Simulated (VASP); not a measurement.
# SiO2 (P4_2/mnm) in VASP: further runs

One crystal, SiO2, is run at these levels: PBEsol, LDA, r2SCAN; tasks: band structure, dielectric tensor, equation of state.

Program: VASP 6.6.1. These are calculated values, not measurements. Logs are shortened: lines on timing, memory, paths and dates and some standing lists are left out, and cuts for length are marked.

## (1) The crystal as given

Symmetry: P4_2/mnm, No. 136, tetragonal system. The conventional cell has a = 4.233 Å, b = 4.233 Å, c = 2.693 Å, α = 90.00°, β = 90.00°, γ = 90.00°. Around Si (site symmetry mmm) lie 6 O at 1.78 to 1.84 Å. O (site symmetry m2m) has 3 Si at 1.78 to 1.84 Å as nearest neighbours.

The cell comes from a database or a generator and needn't be the stable form of this composition.

## (2) Band structure, PBEsol

INCAR

```
ALGO = Normal ; EDIFF = 1E-6
ENCUT = 520 ; GGA = PS
ISIF = 2 ; ISMEAR = 0
KPAR = 2 ; LASPH = True
LCHARG = False ; LREAL = False
LWAVE = False ; NELM = 60
PREC = Accurate ; SIGMA = 0.02
```

KPOINTS

```
k-points
0
Gamma
  6 6 10
```

POSCAR

```
SiO2
1.0
    4.2331690000      0.0000000000      0.0000000000
    0.0000000000      4.2331690000      0.0000000000
    0.0000000000      0.0000000000      2.6934950000
Si O
2 4
Direct
    0.0000000000      0.0000000000      0.0000000000
    0.5000000000      0.5000000000      0.5000000000
    0.8068390000      0.1931610000      0.5000000000
    0.3068390000      0.3068390000      0.0000000000
    0.1931610000      0.8068390000      0.5000000000
    0.6931610000      0.6931610000      0.0000000000
```

KPOINTS_OPT

```
path GXMGZRAZ,XR,MA
15
line-mode
reciprocal
 0.0000000000  0.0000000000  0.0000000000  G
 0.0000000000  0.5000000000  0.0000000000  X

 0.0000000000  0.5000000000  0.0000000000  X
 0.5000000000  0.5000000000  0.0000000000  M

 0.5000000000  0.5000000000  0.0000000000  M
 0.0000000000  0.0000000000  0.0000000000  G

 0.0000000000  0.0000000000  0.0000000000  G
 0.0000000000  0.0000000000  0.5000000000  Z

 0.0000000000  0.0000000000  0.5000000000  Z
 0.0000000000  0.5000000000  0.5000000000  R

 0.0000000000  0.5000000000  0.5000000000  R
 0.5000000000  0.5000000000  0.5000000000  A

 0.5000000000  0.5000000000  0.5000000000  A
 0.0000000000  0.0000000000  0.5000000000  Z

 0.0000000000  0.5000000000  0.0000000000  X
 0.0000000000  0.5000000000  0.5000000000  R

 0.5000000000  0.5000000000  0.0000000000  M
 0.5000000000  0.5000000000  0.5000000000  A
```

Potentials or basis: VASP PAW PBE potentials, release 64 (Si, O).

Run with:

```
$ cat potpaw_PBE.64/Si/POTCAR potpaw_PBE.64/O/POTCAR > POTCAR
$ mpirun -np 2 vasp_std > vasp.out
```

OUTCAR:

```text
EDIFF = 1E-6
   ENCUT = 520
   GGA = PS
   ISIF = 2
   ISMEAR = 0
   LASPH = True
   LREAL = False
   NELM = 60
   PREC = Accurate

 ion  position               nearest neighbor table
   1  0.000  0.000  0.000-   3 1.78   5 1.78   3 1.78   5 1.78   4 1.84   6 1.84
   2  0.500  0.500  0.500-   4 1.78   6 1.78   4 1.78   6 1.78   5 1.84   3 1.84
   3  0.807  0.193  0.500-   1 1.78   1 1.78   2 1.84
   4  0.307  0.307  0.000-   2 1.78   2 1.78   1 1.84
   5  0.193  0.807  0.500-   1 1.78   1 1.78   2 1.84
   6  0.693  0.693  0.000-   2 1.78   2 1.78   1 1.84

  LATTYP: Found a simple tetragonal cell.
 ALAT       =     4.2331690000
 C/A-ratio  =     0.6362833612

  Lattice vectors:

 A1 = (   4.2331690000,   0.0000000000,   0.0000000000)
 A2 = (   0.0000000000,   4.2331690000,   0.0000000000)
 A3 = (   0.0000000000,   0.0000000000,   2.6934950000)

Analysis of symmetry for initial positions (statically):
=====================================================================
 Subroutine PRICEL returns:
 Original cell was already a primitive cell.

 Routine SETGRP: Setting up the symmetry group for a
 simple tetragonal supercell.

 Subroutine GETGRP returns: Found 16 space group operations
 (whereof  8 operations were pure point group operations)
 out of a pool of 16 trial point group operations.

The static configuration has the point symmetry D_2h.
 The point group associated with its full space group is D_4h.

Analysis of symmetry for dynamics (positions and initial velocities):
=====================================================================
 Subroutine PRICEL returns:
 Original cell was already a primitive cell.

 Routine SETGRP: Setting up the symmetry group for a
 simple tetragonal supercell.

 Subroutine GETGRP returns: Found 16 space group operations
 (whereof  8 operations were pure point group operations)
 out of a pool of 16 trial point group operations.

The dynamic configuration has the point symmetry D_2h.
 The point group associated with its full space group is D_4h.

 Subroutine INISYM returns: Found 16 space group operations
 (whereof  8 operations are pure point group operations),
 and found     1 'primitive' translations

----------------------------------------------------------------------------------------

                                     Primitive cell

  volume of cell :      48.2667

[... 98 lines left out ...]
   EDIFFG = 0.1E-04   stopping-criterion for IOM
   NSW    =      0    number of steps for IOM
   IBRION =     -1    ionic relax: 0-MD 1-quasi-New 2-CG
   NFREE  =      0    steps in history (QN), initial steepest desc. (CG)
   ISIF   =      2    stress and relaxation
   ISYM   =      2    0-nonsym 1-usesym 2-fastsym
   POTIM  = 0.5000    time-step for ionic-motion
   TEBEG  =    0.0;   TEEND  =   0.0 temperature during run
   PSTRESS=    0.0 pullay stress
   NELECT =      32.0000    total number of electrons
   NUPDOWN=      -1.0000    fix difference up-down
   EMIN   =  10.00;   EMAX   =-10.00  energy-range for DOS
   EFERMI =   0.00;   METHOD = LEGACY
   ISMEAR =     0;   SIGMA  =   0.02  broadening in eV -4-tet -1-fermi 0-gaus
   EFERMI_NEDOS =   21; number of points for ismear=-14 and -15
   IALGO  =     38    algorithm
   IMIX   =      4    mixing-type and parameters
     AMIX     =   0.40;   BMIX     =  1.00
     AMIX_MAG =   1.60;   BMIX_MAG =  1.00
  volume/ion in A,a.u.               =       8.04        54.29
  Fermi-wavevector in a.u.,A,eV,Ry     =   1.427499  2.697581 27.725303  2.037752
  Thomas-Fermi vector in A             =   2.547662
   LORBIT       =      0    0 simple, 1 ext, 2 COOP (PROOUT), +10 PAW based schemes
   GGA     = PS    functional components
   LHFCALC =     F    Hartree Fock is set to
   AEXX    =    0.0000 exact exchange contribution
   IVDW    =     0    specifies the selected vdW correction
   LEPSILON=     F    determine dielectric tensor
   LRPA    =     F    only Hartree local field effects (RPA)
 non-spin polarized calculation
 Gauss-broadening in eV      SIGMA  =   0.02
  energy-cutoff  :      520.00
  volume of cell :       48.27
 maximum number of plane-waves:      1336
 NGX is ok and might be reduce to    32
   NGX = 15   NGY = 15   NGZ = 11

 number of electron      31.9999991 magnetization

 Free energy of the ion-electron system (eV)
  ---------------------------------------------------
  ext. energy  EPLUGINS =         0.00000000
  ---------------------------------------------------
  free energy    TOTEN  =       -48.96764337 eV

  energy without entropy =      -48.96764337  energy(sigma->0) =      -48.96764337

 E-fermi :   7.8101     XC(G=0): -12.3404

 val. band max:        7.6663291119   @ k =   0.0000   0.0000   0.0000
 cond. band min:      12.6537531303   @ k =   0.0000   0.0000   0.0000
 fundamental gap:      4.9874240184
 Fermi energy:         7.8100983434

 k-point     1 :       0.0000    0.0000    0.0000
  band No.  band energies     occupation
      1     -14.5374      2.00000
      2     -11.0200      2.00000
      3     -11.0200      2.00000
      4     -10.8512      2.00000
      5      -3.0034      2.00000
      6       1.3712      2.00000
[... 541 lines left out ...]
     19      18.0253      0.00000
     20      18.0310      0.00000

 [... further k-points ...]

------------------------ aborting loop because EDIFF is reached ----------------------------------------

  FORCE on cell =-STRESS in cart. coord.  units (eV):
  Direction    XX          YY          ZZ          XY          YZ          ZX
  --------------------------------------------------------------------------------------
  -------------------------------------------------------------------------------------
  Total       -1.8354159     -1.8354159     -1.7785223     -0.0000000      0.0000000      0.0000000
  in kB      -60.9253002    -60.9253002    -59.0367593     -0.0000000      0.0000000      0.0000000
  external PRESSURE =     -60.2957865 kB  Pullay stress =       0.0000000 kB

 VOLUME and BASIS-vectors are now :
 -----------------------------------------------------------------------------
  energy-cutoff  :      520.00
  volume of cell :       48.27
      direct lattice vectors                 reciprocal lattice vectors
     4.233169000  0.000000000  0.000000000     0.236229643  0.000000000  0.000000000
     0.000000000  4.233169000  0.000000000     0.000000000  0.236229643  0.000000000
     0.000000000  0.000000000  2.693495000     0.000000000  0.000000000  0.371264844

 POSITION                                       TOTAL-FORCE (eV/Angst)
 -----------------------------------------------------------------------------------
      0.00000      0.00000      0.00000         0.000000      0.000000      0.000000
      2.11658      2.11658      1.34675         0.000000      0.000000      0.000000
      3.41549      0.81768      1.34675         0.002787     -0.002787      0.000000
      1.29890      1.29890      0.00000         0.002787      0.002787      0.000000
      0.81768      3.41549      1.34675        -0.002787      0.002787      0.000000
      2.93427      2.93427      0.00000        -0.002787     -0.002787      0.000000
 -----------------------------------------------------------------------------------
    total drift:                                0.000000     -0.000000     -0.000000

  FREE ENERGIE OF THE ION-ELECTRON SYSTEM (eV)
  ---------------------------------------------------
  free  energy   TOTEN  =       -48.9676433728 eV

  energy  without entropy=      -48.9676433728  energy(sigma->0) =      -48.96764337
```

OSZICAR:

```text
N       E                     dE             d eps       ncg     rms          rms(c)
DAV:   1     0.162879837189E+03    0.16288E+03   -0.18175E+04  2400   0.154E+03
DAV:   2    -0.456434703403E+02   -0.20852E+03   -0.20021E+03  3312   0.317E+02
DAV:   3    -0.530543941920E+02   -0.74109E+01   -0.73867E+01  2880   0.640E+01
[... 29 lines left out ...]
DAV:   8    -0.172040163098E+04   -0.73104E-06     1908
       N       E                     dE             ncg
DAV:   1     0.613873141724E+05   -0.14694E+05      600
DAV:   2     0.583284771907E+05   -0.30588E+04      812
DAV:   3     0.582262847797E+05   -0.10219E+03      720
DAV:   4     0.582253336232E+05   -0.95116E+00      720
DAV:   5     0.582253211350E+05   -0.12488E-01      712
DAV:   6     0.582253208595E+05   -0.27552E-03      716
DAV:   7     0.582253208516E+05   -0.78309E-05      616
DAV:   8     0.582253208514E+05   -0.25317E-06      476
```

stdout:

```text
POSCAR found type information on POSCAR SiO
 POSCAR found :  2 types and       6 ions
 scaLAPACK will be used
 -----------------------------------------------------------------------------
|                                                                             |
|                                                                             |
|     You enforced a specific xc type in the INCAR file but a different       |
|     I HOPE YOU KNOW WHAT YOU ARE DOING!                                     |
|                                                                             |
 -----------------------------------------------------------------------------

 LDA part: xc-table for (Slater+PW92), standard interpolation
 POSCAR, INCAR and KPOINTS ok, starting setup
 FFT: planning ... GRIDC
 FFT: planning ... GRID_SOFT
 FFT: planning ... GRID
 WAVECAR not read
 entering main loop
 Start KPOINTS_OPT (optional k-point list driver)
k-point batch [1-60\135]
k-point batch [61-120\135]
k-point batch [121-135\135]
```

It took 46 s on 2 MPI ranks of Intel Xeon Platinum 8259CL at 2.50GHz (Skylake/Cascade Lake), shared host; peak memory 0.2 GiB.

Results:

- Free energy: -48.9676 eV
- Pressure: -6.0 GPa
- Largest force: 0.004 eV/Å
- Band gap on the k mesh: 4.99 eV, direct
- Band gap along the path: 4.99 eV, direct

Forces on the atoms (eV/Å):
```
Si   0.000  0.000  0.000
Si   0.000  0.000  0.000
O    0.003 -0.003  0.000
O    0.003  0.003  0.000
O   -0.003  0.003  0.000
O   -0.003 -0.003  0.000
```

Levels at the corners of the path, in eV from the valence-band top:
```
point  band 12  band 13  band 14  band 15  band 16  band 17  band 18  band 19  band 20
    Γ    -3.05    -2.52    -0.86    -0.86     0.00     4.99     6.41     8.11     8.11
    X    -3.75    -2.64    -2.64    -1.06    -1.06     7.22     7.22     8.69     8.69
    X    -3.75    -2.64    -2.64    -1.06    -1.06     7.22     7.22     8.69     8.69
    M    -3.17    -2.58    -2.58    -2.20    -2.20     6.92     6.92     9.62     9.62
    M    -3.17    -2.58    -2.58    -2.20    -2.20     6.92     6.92     9.62     9.62
    Γ    -3.05    -2.52    -0.86    -0.86     0.00     4.99     6.41     8.11     8.11
    Γ    -3.05    -2.52    -0.86    -0.86     0.00     4.99     6.41     8.11     8.11
    Z    -4.51    -2.94    -2.94    -2.60    -2.60     8.57     8.57    12.11    12.14
    Z    -4.51    -2.94    -2.94    -2.60    -2.60     8.57     8.57    12.11    12.13
    R    -3.86    -2.23    -2.23    -1.69    -1.69     8.34     8.34     9.32     9.32
    R    -3.86    -2.23    -2.23    -1.69    -1.69     8.34     8.34     9.32     9.32
    A    -4.38    -1.75    -1.75    -1.49    -1.49     6.72     6.72    10.51    10.51
    A    -4.38    -1.75    -1.75    -1.49    -1.49     6.72     6.72    10.51    10.51
    Z    -4.51    -2.94    -2.94    -2.60    -2.60     8.57     8.57    12.12    12.13
    X    -3.75    -2.64    -2.64    -1.06    -1.06     7.22     7.22     8.69     8.69
    R    -3.86    -2.23    -2.23    -1.69    -1.69     8.34     8.34     9.32     9.32
    M    -3.17    -2.58    -2.58    -2.20    -2.20     6.92     6.92     9.62     9.62
    A    -4.38    -1.75    -1.75    -1.49    -1.49     6.72     6.72    10.51    10.51
```

Caveat: the PAW data sets were made with another functional, which shifts forces and pressure a little.

## (3) Dielectric tensor, LDA

INCAR

```
SYSTEM = SiO2
ALGO = Fast ; EDIFF = 1E-8
ENCUT = 520 ; ISIF = 2
ISMEAR = 0 ; KPAR = 4
LASPH = .True. ; LCHARG = .False.
LEPSILON = .True. ; LREAL = .False.
LWAVE = .False. ; NELM = 80
PREC = Accurate ; SIGMA = 0.02
```

KPOINTS

```
k-points
0
Gamma
  6 6 10
  0 0 0
```

POSCAR is that of step 2.

Potentials or basis: VASP PAW LDA potentials, release 64 (Si, O).

Run with:

```
$ cat potpaw_LDA.64/Si/POTCAR potpaw_LDA.64/O/POTCAR > POTCAR
$ mpirun -np 4 vasp_std > vasp.out
```

OUTCAR:

```text
SYSTEM = SiO2
   EDIFF = 1E-8
   ENCUT = 520
   ISIF = 2
   ISMEAR = 0
   LASPH = .True.
   LEPSILON = .True.
   LREAL = .False.
   NELM = 80
   PREC = Accurate

 ion  position               nearest neighbor table
   1  0.000  0.000  0.000-   3 1.78   5 1.78   3 1.78   5 1.78   4 1.84   6 1.84
   2  0.500  0.500  0.500-   4 1.78   6 1.78   4 1.78   6 1.78   5 1.84   3 1.84
   3  0.807  0.193  0.500-   1 1.78   1 1.78   2 1.84
   4  0.307  0.307  0.000-   2 1.78   2 1.78   1 1.84
   5  0.193  0.807  0.500-   1 1.78   1 1.78   2 1.84
   6  0.693  0.693  0.000-   2 1.78   2 1.78   1 1.84

  LATTYP: Found a simple tetragonal cell.
 ALAT       =     4.2331690000
 C/A-ratio  =     0.6362833612

  Lattice vectors:

 A1 = (   4.2331690000,   0.0000000000,   0.0000000000)
 A2 = (   0.0000000000,   4.2331690000,   0.0000000000)
 A3 = (   0.0000000000,   0.0000000000,   2.6934950000)

Analysis of symmetry for initial positions (statically):
=====================================================================
 Subroutine PRICEL returns:
 Original cell was already a primitive cell.

 Routine SETGRP: Setting up the symmetry group for a
 simple tetragonal supercell.

 Subroutine GETGRP returns: Found 16 space group operations
 (whereof  8 operations were pure point group operations)
 out of a pool of 16 trial point group operations.

The static configuration has the point symmetry D_2h.
 The point group associated with its full space group is D_4h.

Analysis of symmetry for dynamics (positions and initial velocities):
=====================================================================
 Subroutine PRICEL returns:
 Original cell was already a primitive cell.

 Routine SETGRP: Setting up the symmetry group for a
 simple tetragonal supercell.

 Subroutine GETGRP returns: Found 16 space group operations
 (whereof  8 operations were pure point group operations)
 out of a pool of 16 trial point group operations.

The dynamic configuration has the point symmetry D_2h.
 The point group associated with its full space group is D_4h.

[... 758 lines left out ...]
  energy without entropy =       -0.34209313

------------------------ aborting loop because EDIFF is reached ----------------------------------------

--------------------------------------- Ionic step        2  -------------------------------------------

------------------------ aborting loop because EDIFF is reached ----------------------------------------

--------------------------------------- Ionic step        3  -------------------------------------------

 Free energy of the ion-electron system (eV)
  ---------------------------------------------------
  ---------------------------------------------------
  free energy    TOTEN  =        -0.36715056 eV

  energy without entropy =       -0.36715056

------------------------ aborting loop because EDIFF is reached ----------------------------------------

 PIEZOELECTRIC TENSOR FIELD DIRECTION 3  (e Angst)
 -----------------------------------------------------------------------------
    -0.00049  0.00000  0.00000           ( -0.00003 -0.00000  0.00000)
    -0.00000 -0.00049  0.00000           ( -0.00000 -0.00003  0.00000)
     0.00000  0.00000 -0.00059           (  0.00000  0.00000 -0.00011)

 PIEZOELECTRIC TENSOR FIELD DIRECTION 3  (C/m^2)
 -----------------------------------------------------------------------------
    -0.00016  0.00000  0.00000
    -0.00000 -0.00016  0.00000
     0.00000  0.00000 -0.00020

 MACROSCOPIC STATIC DIELECTRIC TENSOR (including local field effects in DFT)
 ------------------------------------------------------
           3.424465     0.000000     0.000000
           0.000000     3.424465     0.000000
           0.000000     0.000000     3.596832
 ------------------------------------------------------

 PIEZOELECTRIC TENSOR (including local field effects)  for field in x, y, z        (e  Angst)
          XX          YY          ZZ          XY          YZ          ZX
  --------------------------------------------------------------------------------
  x     0.00000     0.00000     0.00000     0.00000     0.00000     0.00000
  y     0.00000     0.00000     0.00000     0.00000     0.00000     0.00000
  z     0.00000     0.00000     0.00000     0.00000     0.00000     0.00000

 PIEZOELECTRIC TENSOR (including local field effects)  for field in x, y, z        (C/m^2)
          XX          YY          ZZ          XY          YZ          ZX
  --------------------------------------------------------------------------------
  x     0.00000     0.00000     0.00000     0.00000     0.00000     0.00000
  y     0.00000     0.00000     0.00000     0.00000     0.00000     0.00000
  z     0.00000     0.00000     0.00000     0.00000     0.00000     0.00000

 BORN EFFECTIVE CHARGES (including local field effects) (in |e|, cummulative output)
 ---------------------------------------------------------------------------------
 ion    1
    1     3.81092     0.39807     0.00000
    2     0.39807     3.81092     0.00000
    3     0.00000     0.00000     4.05765
 ion    2
    1     3.81092    -0.39807     0.00000
    2    -0.39807     3.81092     0.00000
    3     0.00000     0.00000     4.05765
 ion    3
    1    -1.90546     0.57406     0.00000
    2     0.57406    -1.90546     0.00000
    3     0.00000     0.00000    -2.02882
 ion    4
    1    -1.90546    -0.57406     0.00000
    2    -0.57406    -1.90546     0.00000
    3     0.00000     0.00000    -2.02882
 ion    5
    1    -1.90546     0.57406     0.00000
    2     0.57406    -1.90546     0.00000
    3     0.00000     0.00000    -2.02882
 ion    6
    1    -1.90546    -0.57406     0.00000
    2    -0.57406    -1.90546     0.00000
    3     0.00000     0.00000    -2.02882
```

It took 74 s on 4 MPI ranks of AMD EPYC 9R45 (Zen 5), shared host; peak memory 0.34 GiB.

Results:

| Item | Value |
| --- | --- |
| Band gap on the k mesh | 5.01 eV, direct |
| Electronic dielectric tensor (diagonal) | 3.42, 3.42, 3.60 |
| Born charges (mean of the diagonal) | Si +3.89; O -1.95 e |

Levels at points of the mesh, in eV from the valence-band top:
```
           k point  band 14  band 15  band 16  band 17  band 18  band 19
(0.00, 0.00, 0.00)    -0.87    -0.87     0.00     5.01     6.32     8.08
(0.50, 0.00, 0.00)    -2.66    -1.06    -1.06     7.16     7.16     8.63
(0.50, 0.50, 0.00)    -2.59    -2.20    -2.20     6.85     6.85     9.54
(0.00, 0.00, 0.50)    -2.97    -2.61    -2.61     8.43     8.43    11.99
(0.50, 0.00, 0.50)    -2.25    -1.70    -1.70     8.23     8.23     9.27
(0.50, 0.50, 0.50)    -1.76    -1.49    -1.49     6.65     6.65    10.42
```

Electronic dielectric tensor:
```
3.42 0.00 0.00
0.00 3.42 0.00
0.00 0.00 3.60
```

Born effective charge tensors (e):
atom 1, Si
```
3.81 0.40 0.00
0.40 3.81 0.00
0.00 0.00 4.06
```
atom 2, Si
```
 3.81 -0.40  0.00
-0.40  3.81  0.00
 0.00  0.00  4.06
```
atom 3, O
```
-1.91  0.57  0.00
 0.57 -1.91  0.00
 0.00  0.00 -2.03
```
atom 4, O
```
-1.91 -0.57  0.00
-0.57 -1.91  0.00
 0.00  0.00 -2.03
```
atom 5, O
```
-1.91  0.57  0.00
 0.57 -1.91  0.00
 0.00  0.00 -2.03
```
atom 6, O
```
-1.91 -0.57  0.00
-0.57 -1.91  0.00
 0.00  0.00 -2.03
```

[end of part 1 of 2]
